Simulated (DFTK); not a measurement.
SiC (Moissanite):

```
CELL_PARAMETERS angstrom
3.07600 0.00000 0.00000
-1.53800 2.66389 0.00000
0.00000 0.00000 5.04800
ATOMIC_POSITIONS crystal
Si 0.66667 0.33333 0.50000
Si 0.33333 0.66667 0.00000
C 0.66667 0.33333 0.88500
C 0.33333 0.66667 0.38500
```

Base run:

- Program: DFTK 0.8.2
- Functional: TASK
- Potentials or basis: SG15 1.2 (PBE)
- Cutoff: 1225 eV
- k mesh: 7 × 7 × 4
- Occupations: fermi-dirac, width 0.05 eV
- Spin: no spin polarisation

Its results: band gap on the k mesh 3.50 eV, indirect (least direct gap 5.14 eV).

**Question.** The run is repeated on the same cell with these changes: functional from TASK to BJ06. What comes out?

**Answer.** Band gap on the k mesh 2.88 eV, indirect (least direct gap 4.49 eV).

Caveats: the mesh misses the band edges, which the band path finds closer together; the program leaves the constant c of mgga_x_tb09 at 1, so the potential is Becke-Johnson's (BJ06) and not Tran and Blaha's, with levels but no total energy (some runs).
